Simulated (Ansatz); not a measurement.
The system is C.

```xyz
2
Lattice="0.0000 1.7834 1.7834 1.7834 0.0000 1.7834 1.7834 1.7834 0.0000" Properties=species:S:1:pos:R:3 pbc="T T T"
C     2.6751    2.6751    2.6751
C     1.7834    1.7834    1.7834
```

This isn't the form of C at room conditions, which is graphite.

| Quantity | Value |
| --- | --- |
| Program | Ansatz 0.2.0 |
| Task | single point |
| Functional | PBE |
| Potentials or basis | all-electron LAPW, scalar-relativistic |
| Cutoff | 449 eV (chosen from the basis error) |
| Basis error allowed | 0.001 eV/atom |
| k mesh | 13 × 13 × 13 |
| Occupations | fermi-dirac, width 0.05 eV |
| Spin | no spin polarisation |

On this cell: pressure 1.8 GPa; largest force zero by symmetry; band gap on the k mesh 4.15 eV, indirect (least direct gap 5.60 eV).

The same run follows on a disturbed copy (atoms moved at random, drawn with an rms of 0.05 Å):

```xyz
2
Lattice="0.0000 1.7834 1.7834 1.7834 0.0000 1.7834 1.7834 1.7834 0.0000" Properties=species:S:1:pos:R:3 pbc="T T T"
C     2.6879    2.6785    2.6766
C     1.7695    1.7528    1.7618
```

**Question.** What changes?

**Answer.** The energy moves by +21.0 meV/atom; pressure 2.5 GPa; largest force 1.663 eV/Å; band gap on the k mesh 3.24 eV, indirect (least direct gap 3.99 eV).

Forces on the atoms (eV/Å):
```
C   -0.898 -1.183 -0.747
C    0.898  1.183  0.747
```

Stress tensor (GPa, compression positive):
```
 2.55 -0.34 -0.99
-0.34  2.44 -0.58
-0.99 -0.58  2.59
```

Caveats: an odd mesh through Γ misses points on the zone boundary, where band edges often lie.
